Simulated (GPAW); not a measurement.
## LiF (Griceite): band structure with PBE

Crystal: LiF (Griceite).

```
F Li
1.0
     0.00000    2.01400    2.01400
     2.01400    0.00000    2.01400
     2.01400    2.01400    0.00000
F Li
1 1
Direct
  0.50000 0.50000 0.50000
  0.00000 0.00000 0.00000
```

* Program: GPAW 26.7.0
* Task: band structure
* Functional: PBE
* Potentials or basis: JTH PAW 2.0, PBE
* Cutoff: 800 eV
* Basis: pw
* k mesh: 11 × 11 × 11
* Occupations: fermi-dirac, width 0.05 eV
* Spin: no spin polarisation
* Maxiter: 150
* Band path: GXWKGLUWLK,UX
* Band points: 80
* Data set: F jth, Li jth

```json
{
 "Pressure": "1.4 GPa",
 "Band gap on the k mesh": "9.06 eV, direct",
 "Band gap along the path": "9.06 eV, direct"
}
```

Levels at the corners of the path, in eV from the valence-band top:
| point | band 2 | band 3 | band 4 | band 5 | band 6 | band 7 |
| --- | --- | --- | --- | --- | --- | --- |
| Γ | -19.97 | 0.00 | 0.00 | 0.00 | 9.06 | 23.93 |
| X | -19.28 | -3.00 | -1.00 | -1.00 | 14.81 | 16.53 |
| W | -19.30 | -2.07 | -2.07 | -0.80 | 15.06 | 15.06 |
| K | -19.32 | -2.50 | -1.56 | -0.73 | 14.49 | 14.90 |
| Γ | -19.97 | 0.00 | 0.00 | 0.00 | 9.06 | 23.93 |
| L | -19.54 | -2.52 | -0.22 | -0.22 | 10.77 | 16.74 |
| U | -19.32 | -2.50 | -1.56 | -0.73 | 14.49 | 14.90 |
| W | -19.30 | -2.07 | -2.07 | -0.80 | 15.06 | 15.06 |
| L | -19.54 | -2.52 | -0.22 | -0.22 | 10.77 | 16.74 |
| K | -19.32 | -2.50 | -1.56 | -0.73 | 14.49 | 14.90 |
| U | -19.32 | -2.50 | -1.56 | -0.73 | 14.49 | 14.90 |
| X | -19.28 | -3.00 | -1.00 | -1.00 | 14.81 | 16.53 |

Run time: 20 s on 1 thread of Arm Neoverse V2, with other jobs on the host, peak memory 0.19 GiB.

Caveat: the program truncates these outside data sets. Expect the measured gap to be larger: semilocal functionals such as PBE lack the derivative discontinuity.
